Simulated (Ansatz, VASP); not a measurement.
## Two plane-wave programs on Si

File INCAR:

```
SYSTEM = Si
PREC = Accurate
ENCUT = 520
EDIFF = 1E-7
ISMEAR = 0
SIGMA = 0.01
LREAL = .False.
LASPH = .True.
NELM = 60
ALGO = Normal
ISIF = 2
LWAVE = .False.
LCHARG = .False.
NBANDS = 16
```

KPOINTS

```
regular mesh
0
Gamma
  6 6 4
  0 0 0
```

POSCAR

```
Si
1.0
    3.8321295320      0.0000000000      0.0000000000
   -1.9160647660      3.3187215253      0.0000000000
    0.0000000000      0.0000000000      6.3412168948
Si
4
Direct
    0.3333333333      0.6666666667      0.0005609416
    0.6666666667      0.3333333333      0.5005609416
    0.3333333333      0.6666666667      0.3744390584
    0.6666666667      0.3333333333      0.8744390584
```

Input for Ansatz:

```yaml
crystal:
  lattice:
    - [3.832129532, 0.0, 0.0]
    - [-1.916064766, 3.3187215253, 0.0]
    - [0.0, 0.0, 6.3412168948]
  atoms:
    - { symbol: Si, position: [0.3333333333, 0.6666666667, 0.0005609416] }
    - { symbol: Si, position: [0.6666666667, 0.3333333333, 0.5005609416] }
    - { symbol: Si, position: [0.3333333333, 0.6666666667, 0.3744390584] }
    - { symbol: Si, position: [0.6666666667, 0.3333333333, 0.8744390584] }
kpoints:
  mp_grid: { grid: [6, 6, 4] }
hamiltonian:
  xc: lda
scf:
  occupations: { method: fixed }
output:
  optics:
    e_range: [0, 20]
    de: 0.2
    sigma: 0.15
    scissors: 0.3
    scheme: fermi_dirac
    bands: auto
```

Alike in both runs: task single point; functional LDA; k mesh 6 × 6 × 4; no spin polarisation.

|  | VASP | Ansatz |
| --- | --- | --- |
| version | VASP 6.6.1 | Ansatz 0.2.0 |
| potentials or method | VASP PAW LDA potentials, release 64 (Si) | plane waves, PAW |
| plane-wave cutoff (eV) | 520 | 420 |
| occupations | gaussian, width 0.01 eV | fixed |
| valence electrons in the cell | 16 | 16 |

```tsv
	VASP	Ansatz	Ansatz less VASP
gap on the k mesh at the Fermi level (eV)	0.32	0.32	+0.002
```
